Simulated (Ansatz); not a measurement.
# Pt: further runs on the relaxed cell

Aim: for Pt, see whether it has a gap, which orbitals make up the states near it and how charge is shared, compare with the cell as listed and measure the bulk modulus from energies at several volumes.

Program: Ansatz 0.2.0. Level of theory: DFT PBEsol, scalar-relativistic, plane waves, PAW. These are calculated values, not measurements.

1 further run of the same task is left out (set aside as unsound or not needed).

## (1) The starting structure

It takes space group Fm-3m (No. 225, cubic). Conventional cell: a = 3.918 Å, b = 3.918 Å, c = 3.918 Å, α = 90.00°, β = 90.00°, γ = 90.00°. Pt (site symmetry m-3m) is surrounded by 12 Pt at 2.77 Å.

Structure file:

```cif
data_structure
_symmetry_space_group_name_H-M 'P 1'
_symmetry_Int_Tables_number 1
_cell_length_a 2.7705
_cell_length_b 2.7705
_cell_length_c 2.7705
_cell_angle_alpha 60.000
_cell_angle_beta 60.000
_cell_angle_gamma 60.000
_cell_volume 15.04
loop_
_atom_site_label
_atom_site_type_symbol
_atom_site_fract_x
_atom_site_fract_y
_atom_site_fract_z
_atom_site_occupancy
Pt1 Pt 0.00000 0.00000 0.00000 1
```

This cell was relaxed beforehand with the same method: volume 15.04 Å³/atom, gap on the mesh none (metal).

## (2) Electronic structure at the relaxed geometry

input.yaml reads:

```yaml
crystal:
  lattice:
    - [0.0, 1.9590400275, 1.9590400275]
    - [1.9590400275, 0.0, 1.9590400275]
    - [1.9590400275, 1.9590400275, 0.0]
  atoms:
    - { symbol: Pt, position: [0.0, 0.0, 0.0] }
basis:
  ecutwfc: 420
kpoints:
  mp_grid: { grid: [18, 18, 18] }
  band_path:
    path:
      - [[0.0, 0.0, 0.0], [0.5, 0.0, 0.5], [0.625, 0.25, 0.625]]
      - [[0.375, 0.375, 0.75], [0.0, 0.0, 0.0], [0.5, 0.5, 0.5], [0.5, 0.25, 0.75], [0.5, 0.0, 0.5]]
    npoints: 14
hamiltonian:
  xc: pbesol
scf:
  occupations: { method: gaussian, width: 0.1 }
  n_extra_bands: 6
output:
  forces: true
  stress: true
  eigenvalues: true
  populations: true
  dos: { projected: true, de: 0.02, nscf_kmesh: { grid: [27, 27, 27] } }
  bader: true
  write_density: true
  write_potential: true
  elf: true
  volumetric_format: npy
```

Command:

```
ansatz run input.yaml --threads 1 --pin off --max-ram 2560MiB --backend cpu --events-out ev --progress --plain --runs-dir out
```

Output (excerpt; [...] marks lines left out):

```text
Warning: RAYON_NUM_THREADS=1 ignored (pool sized by the plan → 1); use --threads N
scf.n_extra_bands = 6 over 9 filled bands (N_el = 18.0): the run solves 15 bands
[...]
Pseudopotentials: kind: paw
Pseudopotential: Pt, paw, valence charge 18, recommended cutoff 420 eV (normal), Pt.paw.azcp
Functional definition: PBEsol
[...]
Crystal: 1 atoms, lattice volume = 15.037 Å³
Basis set: ecut = 420 eV, 283 PW (Γ), exchange–correlation on 40×40×40 points (8 copies of the dense FFT grid, shifted against one another)
Bands: 15, of which v1, the nominal top of the filled ones, is band 9 counted from 1 (8 counted from 0)
Symmetry: 48 space group operations
Space group: Fm-3m (ITA 225), of the structure as read, at distance tolerance 2.5e-5 Å
k-points: 195 of 5832
[...]
SCF iter   1: F=—  HF=-12383.823529 eV  |F-HF|=—  |Δ(HF+E_count)|=         —  Δρ=6.65e-3  dr2=5.15e-3  ethr=1.77e-3  ⟨swp⟩=5.0  Hψ=15597  notcnv=0  defer=16
[...]
SCF iter   6: F=-12383.821529 eV  HF=-12383.821529 eV  |F-HF|=6.78e-10  |Δ(HF+E_count)|=   1.24e-8  Δρ=2.65e-6  dr2=1.03e-9  ethr=3.01e-10  ⟨swp⟩=7.6  Hψ=15802  notcnv=0
[...]
NSCF: frozen V_eff on 86 k-points
NSCF: frozen V_eff on 560 k-points
SCF converged after 6 iterations
Free energy (F): -12383.821529 eV
[...]
E sigma→0 (E₀):  -12383.816228 eV
Entropy (-TS):   -0.010602 eV (-10.602 meV/atom)
Fermi energy:    23.321745 eV
[...]
--- Forces (eV/Å), atoms counted from 1 ---
  atom   1  Pt    -0.00000000     0.00000000     0.00000000
[...]
--- Stress (GPa, compression-positive) ---
       -0.007915       0.000000      -0.000000
       -0.000000      -0.007915       0.000000
       -0.000000       0.000000      -0.007915
  P = ⅓ Tr σ = -0.0079 GPa (-0.079 kbar)
--- Band table (eV; the first three rows and the last of 195) ---
  k-point 0: bands = ["-75.2539", "-29.2003", "-29.2003", "-29.2003", "12.9813", "19.4822", "19.4822", "19.4822", "21.6755", "21.6755", "37.8736", "42.8226", "42.8226", "42.8226", "48.0949"]
[...]
--- Löwdin populations: 1 site ---
  site symbol       q [e]
     0     Pt     17.8455
  spilling = 0.008586 (of n_electrons = 18.000000)
--- Bader charges: 1 site ---
  site symbol  charge [e]  shift [e]
     0     Pt      0.0000     0.0000
  estimated error of the sums over rays = 5.3e-7 e
```

It took 8.4 s on 1 thread of Arm Neoverse V2, shared host; peak memory 0.32 GiB.

Site by site:

```
atom  Löwdin electrons  Bader charge (e)  Bader volume (Å³)
 Pt1             17.85             +0.00               15.0
```

The Löwdin counts miss 0.15 of the 18 electrons, which the atomic orbitals do not span, so they are no charges.

bands.tsv at the labelled points (eV, zero at the Fermi level; the bands nearest the Fermi level):

| point | band 6 | band 7 | band 8 | band 9 | band 10 | band 11 |
| --- | --- | --- | --- | --- | --- | --- |
| Γ | -3.84 | -3.84 | -3.84 | -1.65 | -1.65 | 14.55 |
| X | -6.70 | 0.01 | 0.49 | 0.49 | 1.69 | 8.87 |
| U | -5.54 | -2.91 | -1.33 | -0.18 | 5.69 | 6.70 |
| K | -5.54 | -2.91 | -1.33 | -0.18 | 5.69 | 6.70 |
| Γ | -3.84 | -3.84 | -3.84 | -1.65 | -1.65 | 14.55 |
| L | -3.90 | -3.90 | -0.57 | 0.04 | 0.04 | 5.83 |
| W | -4.62 | -4.62 | -2.03 | 0.50 | 7.09 | 8.24 |
| X | -6.70 | 0.01 | 0.49 | 0.49 | 1.69 | 8.87 |

States per cell in windows of 1 eV, from dos.tsv and pdos.tsv (zero at the Fermi level):

```csv
from,to,total,Pt 6s,Pt 5d
-8,-7,0.37,0.20,0.16
-7,-6,1.20,0.23,0.96
-6,-5,1.13,0.05,1.06
-5,-4,1.41,0.06,1.33
-4,-3,1.82,0.09,1.69
-3,-2,1.24,0.05,1.15
-2,-1,1.23,0.04,1.16
-1,0,1.40,0.04,1.35
0,1,0.75,0.06,0.67
1,2,0.28,0.09,0.14
2,3,0.28,0.11,0.09
3,4,0.26,0.11,0.05
4,5,0.23,0.10,0.03
5,6,0.29,0.18,0.03
```

A further 8 or so states lie below the table's range.

Axes a, b and c in the maps are those of this run's conventional cell (a, b, c = 3.918, 3.918, 3.918 Å).

Density in a lattice plane of the grid's cell (edges 3.92 and 3.92 Å, at 0.000 of the third edge), which holds Pt.

Values in e/Å³, 12 rows by 12 columns:
```
 9.71  7.41  3.16  0.71  0.29  0.19  0.17  0.19  0.29  0.71  3.17  7.40
 4.50  3.16  1.29  0.48  0.31  0.29  0.30  0.29  0.31  0.47  1.29  3.17
 0.90  0.71  0.48  0.38  0.48  0.71  0.90  0.71  0.47  0.38  0.47  0.71
 0.30  0.29  0.31  0.48  1.29  3.16  4.50  3.17  1.29  0.47  0.31  0.29
 0.17  0.19  0.29  0.71  3.16  7.41  9.71  7.40  3.17  0.71  0.29  0.19
 0.14  0.17  0.30  0.90  4.50  9.71 11.97  9.71  4.50  0.90  0.30  0.17
 0.17  0.19  0.29  0.71  3.17  7.40  9.71  7.41  3.16  0.71  0.29  0.19
 0.30  0.29  0.31  0.47  1.29  3.17  4.50  3.16  1.29  0.48  0.31  0.29
 0.90  0.71  0.47  0.38  0.47  0.71  0.90  0.71  0.48  0.38  0.48  0.71
 4.50  3.17  1.29  0.47  0.31  0.29  0.30  0.29  0.31  0.48  1.29  3.16
 9.71  7.40  3.17  0.71  0.29  0.19  0.17  0.19  0.29  0.71  3.16  7.41
11.97  9.71  4.50  0.90  0.30  0.17  0.14  0.17  0.30  0.90  4.50  9.71
```
Columns run along the first of these edges and rows up along the second, over one cell in 12 and 12 even steps from the bottom left corner. Atoms in the plane (fractional): Pt at (0.00, 0.00), Pt at (0.50, 0.50).

ELF in the same plane.

Ten even steps from ' ' (0.12) to '@' (0.68):
```
@@@@@@@@%%**--::....          ....::--**%%@@@@@@
@@@@@@%%**==--::....          ....::--==**%%@@@@
@@@@%%**++--::::::..............::::::--++**%%@@
##**++==--::::::::::::::::::::::::::::::--==++**
====--::::::::::::::--======--::::::::::::::--==
::::::::::::::::--==++**##**++==--::::::::::::::
........::::::--++**%%@@@@@@%%**++--::::::......
      ....::--==**%%@@@@@@@@@@%%**==--::....    
      ....::--**%%@@@@@@@@@@@@@@%%**--::....    
      ....::==**%%@@@@@@@@@@@@@@%%**==::....    
      ....::--**%%@@@@@@@@@@@@@@%%**--::....    
      ....::--==**%%@@@@@@@@@@%%**==--::....    
........::::::--++**%%@@@@@@%%**++--::::::......
::::::::::::::::--==++**##**++==--::::::::::::::
====--::::::::::::::--======--::::::::::::::--==
##**++==--::::::::::::::::::::::::::::::--==++**
@@@@%%**++--::::::..............::::::--++**%%@@
@@@@@@%%**==--::....          ....::--==**%%@@@@
@@@@@@@@%%**--::....          ....::--**%%@@@@@@
@@@@@@@@%%**==::....          ....::==**%%@@@@@@
```
Columns run along the first of these edges and rows up along the second, over one cell in 24 and 20 even steps from the bottom left corner. Atoms in the plane (fractional): Pt at (0.00, 0.00), Pt at (0.50, 0.50).

Both are smooth fields of the valence electrons: close to the nuclei they are not physical.

## (3) The cell as listed, for comparison

input.yaml reads:

```yaml
crystal:
  lattice:
    - [0.0, 1.9609, 1.9609]
    - [1.9609, 0.0, 1.9609]
    - [1.9609, 1.9609, 0.0]
  atoms:
    - { symbol: Pt, position: [0.0, 0.0, 0.0] }
basis:
  ecutwfc: 420
kpoints:
  mp_grid: { grid: [18, 18, 18] }
hamiltonian:
  xc: pbesol
scf:
  occupations: { method: gaussian, width: 0.1 }
output:
  forces: true
  stress: true
  eigenvalues: true
  populations: true
```

Command:

```
ansatz run input.yaml --threads 1 --pin off --max-ram 2560MiB --backend cpu --events-out ev --progress --plain --runs-dir out
```

Output (excerpt; [...] marks lines left out):

```text
Warning: RAYON_NUM_THREADS=1 ignored (pool sized by the plan → 1); use --threads N
[...]
[... 3 set-up lines as earlier in the session ...]
[...]
Crystal: 1 atoms, lattice volume = 15.080 Å³
Basis set: ecut = 420 eV, 283 PW (Γ), exchange–correlation on 40×40×40 points (8 copies of the dense FFT grid, shifted against one another)
Bands: 13, of which v1, the nominal top of the filled ones, is band 9 counted from 1 (8 counted from 0)
[... 2 set-up lines as earlier in the session ...]
k-points: 195 of 5832
[...]
SCF iter   1: F=—  HF=-12383.823259 eV  |F-HF|=—  |Δ(HF+E_count)|=         —  Δρ=6.89e-3  dr2=5.68e-3  ethr=1.77e-3  ⟨swp⟩=5.0  Hψ=14048  notcnv=0
[...]
SCF iter   6: F=-12383.821420 eV  HF=-12383.821420 eV  |F-HF|=5.46e-12  |Δ(HF+E_count)|=   1.53e-9  Δρ=5.71e-7  dr2=1.27e-11  ethr=4.26e-11  ⟨swp⟩=2.0  Hψ=7541  notcnv=0
[...]
SCF converged after 6 iterations
Free energy (F): -12383.821420 eV
[...]
E sigma→0 (E₀):  -12383.816094 eV
Entropy (-TS):   -0.010652 eV (-10.652 meV/atom)
Fermi energy:    23.232965 eV
[...]
--- Forces (eV/Å), atoms counted from 1 ---
  atom   1  Pt    -0.00000000     0.00000000     0.00000000
[...]
--- Stress (GPa, compression-positive) ---
       -0.819991       0.000000       0.000000
       -0.000000      -0.819991       0.000000
       -0.000000       0.000000      -0.819991
  P = ⅓ Tr σ = -0.8200 GPa (-8.200 kbar)
--- Band table (eV; the first three rows and the last of 195) ---
  k-point 0: bands = ["-75.3321", "-29.2802", "-29.2802", "-29.2802", "12.9246", "19.4112", "19.4112", "19.4112", "21.5944", "21.5944", "37.7926", "42.7259", "42.7259"]
[...]
--- Löwdin populations: 1 site ---
  site symbol       q [e]
     0     Pt     17.8457
  spilling = 0.008574 (of n_electrons = 18.000000)
```

Run time: 2.2 s. Hardware: 1 thread of Arm Neoverse V2, shared host; peak memory 0.29 GiB.

Site by site:

```
atom  Löwdin electrons
 Pt1             17.85
```

The Löwdin counts miss 0.15 of the 18 electrons, which the atomic orbitals do not span, so they are no charges.

## (4) Point at V/V0 = 0.97

input.yaml: that of step 3 with these lines changed.

```diff
@@ -2,5 +2,5 @@
   lattice:
-    - [0.0, 1.9609, 1.9609]
-    - [1.9609, 0.0, 1.9609]
-    - [1.9609, 1.9609, 0.0]
+    - [0.0, 1.9392503914, 1.9392503914]
+    - [1.9392503914, 0.0, 1.9392503914]
+    - [1.9392503914, 1.9392503914, 0.0]
   atoms:
@@ -19,2 +19 @@
   eigenvalues: true
-  populations: true
```

Command:

```
ansatz run input.yaml --threads 1 --pin off --max-ram 2560MiB --backend cpu --events-out ev --progress --plain --runs-dir out
```

Output (excerpt; [...] marks lines left out):

```text
Warning: RAYON_NUM_THREADS=1 ignored (pool sized by the plan → 1); use --threads N
[...]
[... 3 set-up lines as earlier in the session ...]
[...]
Crystal: 1 atoms, lattice volume = 14.586 Å³
Basis set: ecut = 420 eV, 283 PW (Γ), exchange–correlation on 40×40×40 points (8 copies of the dense FFT grid, shifted against one another)
Bands: 13, of which v1, the nominal top of the filled ones, is band 9 counted from 1 (8 counted from 0)
[... 1 set-up line as earlier in the session ...]
Space group: Fm-3m (ITA 225), of the structure as read, at distance tolerance 2.4e-5 Å
k-points: 195 of 5832
[...]
SCF iter   1: F=—  HF=-12383.810402 eV  |F-HF|=—  |Δ(HF+E_count)|=         —  Δρ=6.78e-3  dr2=5.25e-3  ethr=1.77e-3  ⟨swp⟩=5.0  Hψ=14117  notcnv=0
[...]
SCF iter   6: F=-12383.808609 eV  HF=-12383.808609 eV  |F-HF|=1.27e-11  |Δ(HF+E_count)|=   1.64e-9  Δρ=7.84e-7  dr2=4.81e-11  ethr=5.17e-11  ⟨swp⟩=2.1  Hψ=7761  notcnv=0
[...]
SCF converged after 6 iterations
Free energy (F): -12383.808609 eV
[...]
E sigma→0 (E₀):  -12383.803576 eV
Entropy (-TS):   -0.010067 eV (-10.067 meV/atom)
Fermi energy:    24.287818 eV
[...]
--- Forces (eV/Å), atoms counted from 1 ---
  atom   1  Pt     0.00000000     0.00000000    -0.00000000
[...]
--- Stress (GPa, compression-positive) ---
        9.488304       0.000000      -0.000000
       -0.000000       9.488304       0.000000
       -0.000000       0.000000       9.488304
  P = ⅓ Tr σ = 9.4883 GPa (94.883 kbar)
--- Band table (eV; the first three rows and the last of 195) ---
  k-point 0: bands = ["-74.4035", "-28.3305", "-28.3305", "-28.3305", "13.5994", "20.2529", "20.2529", "20.2529", "22.5578", "22.5578", "38.7501", "43.8688", "43.8688"]
[...]
```

It took 1.7 s on 1 thread of Arm Neoverse V2, shared host; peak memory 0.29 GiB.

## (5) Volume × 1.03

input.yaml: that of step 4 with these lines changed.

```diff
@@ -2,5 +2,5 @@
   lattice:
-    - [0.0, 1.9392503914, 1.9392503914]
-    - [1.9392503914, 0.0, 1.9392503914]
-    - [1.9392503914, 1.9392503914, 0.0]
+    - [0.0, 1.9784377249, 1.9784377249]
+    - [1.9784377249, 0.0, 1.9784377249]
+    - [1.9784377249, 1.9784377249, 0.0]
   atoms:
```

Command:

```
ansatz run input.yaml --threads 1 --pin off --max-ram 2560MiB --backend cpu --events-out ev --progress --plain --runs-dir out
```

Output (excerpt; [...] marks lines left out):

```text
[...]
SCF converged after 6 iterations
Free energy (F): -12383.810113 eV
[...]
E sigma→0 (E₀):  -12383.804553 eV
Entropy (-TS):   -0.011120 eV (-11.120 meV/atom)
Fermi energy:    22.412894 eV
[...]
--- Forces (eV/Å), atoms counted from 1 ---
  atom   1  Pt    -0.00000000     0.00000000    -0.00000000
[...]
--- Stress (GPa, compression-positive) ---
       -7.850284      -0.000000       0.000000
        0.000000      -7.850284       0.000000
        0.000000      -0.000000      -7.850284
  P = ⅓ Tr σ = -7.8503 GPa (-78.503 kbar)
--- Band table (eV; the first three rows and the last of 195) ---
  k-point 0: bands = ["-76.0545", "-30.0181", "-30.0181", "-30.0181", "12.4017", "18.7544", "18.7544", "18.7544", "20.8442", "20.8442", "37.0407", "41.8265", "41.8265"]
[...]
```

Wall time 1.7 s (1 thread of Arm Neoverse V2, shared host); peak memory 0.29 GiB.

## (6) Point at V/V0 = 0.94

input.yaml: that of step 5 with these lines changed.

```diff
@@ -2,5 +2,5 @@
   lattice:
-    - [0.0, 1.9784377249, 1.9784377249]
-    - [1.9784377249, 0.0, 1.9784377249]
-    - [1.9784377249, 1.9784377249, 0.0]
+    - [0.0, 1.9190483973, 1.9190483973]
+    - [1.9190483973, 0.0, 1.9190483973]
+    - [1.9190483973, 1.9190483973, 0.0]
   atoms:
```

Command:

```
ansatz run input.yaml --threads 1 --pin off --max-ram 2560MiB --backend cpu --events-out ev --progress --plain --runs-dir out
```

Output (excerpt; [...] marks lines left out):

```text
Warning: RAYON_NUM_THREADS=1 ignored (pool sized by the plan → 1); use --threads N
[...]
[... 3 set-up lines as earlier in the session ...]
[...]
Crystal: 1 atoms, lattice volume = 14.135 Å³
Basis set: ecut = 420 eV, 283 PW (Γ), exchange–correlation on 40×40×40 points (8 copies of the dense FFT grid, shifted against one another)
Bands: 13, of which v1, the nominal top of the filled ones, is band 9 counted from 1 (8 counted from 0)
[... 2 set-up lines as earlier in the session ...]
k-points: 195 of 5832
[...]
SCF iter   1: F=—  HF=-12383.767956 eV  |F-HF|=—  |Δ(HF+E_count)|=         —  Δρ=6.70e-3  dr2=4.84e-3  ethr=1.77e-3  ⟨swp⟩=5.0  Hψ=14127  notcnv=0
[...]
SCF iter   6: F=-12383.766235 eV  HF=-12383.766235 eV  |F-HF|=1.82e-12  |Δ(HF+E_count)|=   1.74e-9  Δρ=6.38e-7  dr2=2.60e-11  ethr=5.04e-11  ⟨swp⟩=2.1  Hψ=7775  notcnv=0
[...]
SCF converged after 6 iterations
Free energy (F): -12383.766235 eV
[...]
E sigma→0 (E₀):  -12383.761476 eV
Entropy (-TS):   -0.009518 eV (-9.518 meV/atom)
Fermi energy:    25.316581 eV
[...]
--- Forces (eV/Å), atoms counted from 1 ---
  atom   1  Pt    -0.00000000     0.00000000     0.00000000
[...]
--- Stress (GPa, compression-positive) ---
       20.969836       0.000000      -0.000000
        0.000000      20.969836       0.000000
       -0.000000       0.000000      20.969836
  P = ⅓ Tr σ = 20.9698 GPa (209.698 kbar)
--- Band table (eV; the first three rows and the last of 195) ---
  k-point 0: bands = ["-73.4987", "-27.4038", "-27.4038", "-27.4038", "14.2601", "21.0704", "21.0704", "21.0704", "23.4959", "23.4959", "39.6740", "44.9697", "44.9697"]
[...]
```

It took 1.7 s on 1 thread of Arm Neoverse V2, shared host; peak memory 0.29 GiB.

## (7) Volume × 1.06

input.yaml: that of step 6 with these lines changed.

```diff
@@ -2,5 +2,5 @@
   lattice:
-    - [0.0, 1.9190483973, 1.9190483973]
-    - [1.9190483973, 0.0, 1.9190483973]
-    - [1.9190483973, 1.9190483973, 0.0]
+    - [0.0, 1.9974623317, 1.9974623317]
+    - [1.9974623317, 0.0, 1.9974623317]
+    - [1.9974623317, 1.9974623317, 0.0]
   atoms:
```

Command:

```
ansatz run input.yaml --threads 1 --pin off --max-ram 2560MiB --backend cpu --events-out ev --progress --plain --runs-dir out
```

Output (excerpt; [...] marks lines left out):

```text
Warning: RAYON_NUM_THREADS=1 ignored (pool sized by the plan → 1); use --threads N
[...]
[... 3 set-up lines as earlier in the session ...]
[...]
Crystal: 1 atoms, lattice volume = 15.939 Å³
Basis set: ecut = 420 eV, 331 PW (Γ), exchange–correlation on 40×40×40 points (8 copies of the dense FFT grid, shifted against one another)
Bands: 13, of which v1, the nominal top of the filled ones, is band 9 counted from 1 (8 counted from 0)
[... 2 set-up lines as earlier in the session ...]
k-points: 195 of 5832
[...]
SCF iter   1: F=—  HF=-12383.780697 eV  |F-HF|=—  |Δ(HF+E_count)|=         —  Δρ=7.18e-3  dr2=6.68e-3  ethr=1.77e-3  ⟨swp⟩=5.0  Hψ=13895  notcnv=0
[...]
SCF iter   6: F=-12383.778619 eV  HF=-12383.778619 eV  |F-HF|=1.09e-11  |Δ(HF+E_count)|=  4.18e-10  Δρ=4.24e-7  dr2=5.59e-12  ethr=1.94e-11  ⟨swp⟩=2.0  Hψ=7505  notcnv=0
[...]
SCF converged after 6 iterations
Free energy (F): -12383.778619 eV
[...]
E sigma→0 (E₀):  -12383.772808 eV
Entropy (-TS):   -0.011622 eV (-11.622 meV/atom)
Fermi energy:    21.556563 eV
[...]
--- Forces (eV/Å), atoms counted from 1 ---
  atom   1  Pt    -0.00000000     0.00000000     0.00000000
[...]
--- Stress (GPa, compression-positive) ---
      -14.310325       0.000000       0.000000
        0.000000     -14.310325       0.000000
        0.000000      -0.000000     -14.310325
  P = ⅓ Tr σ = -14.3103 GPa (-143.103 kbar)
--- Band table (eV; the first three rows and the last of 195) ---
  k-point 0: bands = ["-76.8093", "-30.7881", "-30.7881", "-30.7881", "11.8572", "18.0662", "18.0662", "18.0662", "20.0598", "20.0598", "36.2484", "40.8767", "40.8767"]
[...]
```

Run time: 1.7 s. Hardware: 1 thread of Arm Neoverse V2, shared host; peak memory 0.29 GiB.

[end of part 1 of 2]
